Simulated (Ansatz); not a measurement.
A (100) slab of HgTe (F-43m (No. 216)), 9 planes, outer planes Te (top) and Te (bottom), with 9 atoms (Hg4Te5) in a surface cell of A = 22.109 Å², as cut from the bulk:

```xyz
9
Lattice="4.7020 0.0000 0.0000 0.0000 4.7020 0.0000 0.0000 0.0000 28.2992" Properties=species:S:1:pos:R:3 pbc="T T T"
Te    0.0000    2.3510    7.5000
Hg    2.3510    2.3510    9.1624
Te    2.3510    0.0000   10.8248
Hg    0.0000    0.0000   12.4872
Te    0.0000    2.3510   14.1496
Hg    2.3510    2.3510   15.8120
Te    2.3510    0.0000   17.4744
Hg    0.0000    0.0000   19.1368
Te    0.0000    2.3510   20.7992
```

Theory: DFT PBE, scalar-relativistic, plane waves, PAW in Ansatz 0.2.0. Cutoff 420 eV; k points 8×8×1 on the computed 9-atom cell (Γ-centred); Gaussian smearing, width 0.10 eV; no spin polarisation. The cell repeats along c with a dipole correction in the vacuum.

The relaxed slab holds 4 formula units of HgTe and 1 further Te. Against those formula units in the bulk and the further Te in its standard state it lies 1.753 eV higher. The formation energy of HgTe from the standard states is -0.349 eV a formula unit (uncorrected, no zero-point or thermal terms).

(1) Over what range can the chemical potential of Te vary, and what is the surface energy at both ends?

(2) How does its energy depend on growth conditions?

## Answers

(1) In contact with the bulk, μ(Te) + μ(Hg) is fixed. With Δμ counted from the standard states, Δμ(Te) ≤ 0 keeps elemental Te from forming, and Δμ(Hg) ≤ 0 requires Δμ(Te) ≥ ΔH = -0.349 eV. Other compounds of Te and Hg can narrow this range. Then γ, the mean of both faces, = [1.753 eV − 1.00·Δμ(Te)]/(2A). At the Te-rich end (Δμ = 0): 1.753/(2 × 22.109) × 16.02 = 0.64 J/m². At the Te-poor end: (1.753 + 0.349)/(2 × 22.109) × 16.02 = 0.76 J/m².

(2) It carries an excess of Te, so its energy falls by 0.36 J/m² for each eV that μ(Te) rises: Te-rich conditions lower it; whether it appears depends on the other terminations.

The Te-terminated face costs 0.76 J/m² at the Te-poor limit and 0.64 J/m² at the Te-rich one. The slope follows from the excess Te alone, while the modest span reflects the weak binding of HgTe against its elements. Relativistic contraction stabilises the Hg 6s shell, so mercury gives up its valence electrons reluctantly, and the small electronegativity difference from Te adds little ionic stabilisation.

The cost of the surface itself lies in the broken Hg–Te bonds. On the ideal polar face, the Te dangling orbitals hold too few electrons to be filled as lone pairs, which leaves partly occupied surface states. Te atoms could remedy this by pairing into dimers, but with a single Te per face in the surface cell, neighbouring atoms move in step and cannot pair. The energies therefore describe the unreconstructed termination, and a larger cell would probably lower them. Such a reconstruction at unchanged composition would shift the surface energy equally at both limits, leaving its dependence on the Te chemical potential intact.
